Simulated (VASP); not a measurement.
A run of VASP 6.6.1:

Contents of INCAR:

```
PREC = Accurate
ENCUT = 600
EDIFF = 1E-6
ISMEAR = 0
SIGMA = 0.05
LREAL = F
LASPH = T
NELM = 80
ALGO = Normal
ISIF = 3
LWAVE = F
LCHARG = F
METAGGA = R2SCAN
LMIXTAU = T
LUSE_VDW = T
IVDW_NL = 2
BPARAM = 11.95
CPARAM = 0.0093
IBRION = 2
NSW = 40
EDIFFG = -0.01
```

Contents of KPOINTS:

```
Automatic mesh
0
Gamma
  9 9 9
```

File POSCAR:

```
SnO2
1.0
    0.0000000000      2.5741500000      2.5741500000
    2.5741500000      0.0000000000      2.5741500000
    2.5741500000      2.5741500000      0.0000000000
Sn O
1 2
Direct
    0.0000000000      0.0000000000      0.0000000000
    0.7500000000      0.7500000000      0.7500000000
    0.2500000000      0.2500000000      0.2500000000
```

Potentials or basis: VASP PAW PBE potentials, release 64 (Sn_d, O).

Command:

```console
$ cat potpaw_PBE.64/Sn_d/POTCAR potpaw_PBE.64/O/POTCAR > POTCAR
$ mpirun -np 1 vasp_std > vasp.out
```

Hardware: 1 thread of Intel(R) Xeon(R) Platinum 8488C (Sapphire Rapids), with other jobs on the host.

Problem. Estimate the wall time of this run.

Solution. Run time: 6.9 min on 1 thread of Intel(R) Xeon(R) Platinum 8488C (Sapphire Rapids) (shared host), peak memory 0.29 GiB. Counts: scf iterations 44, k points 35, ion steps 3.
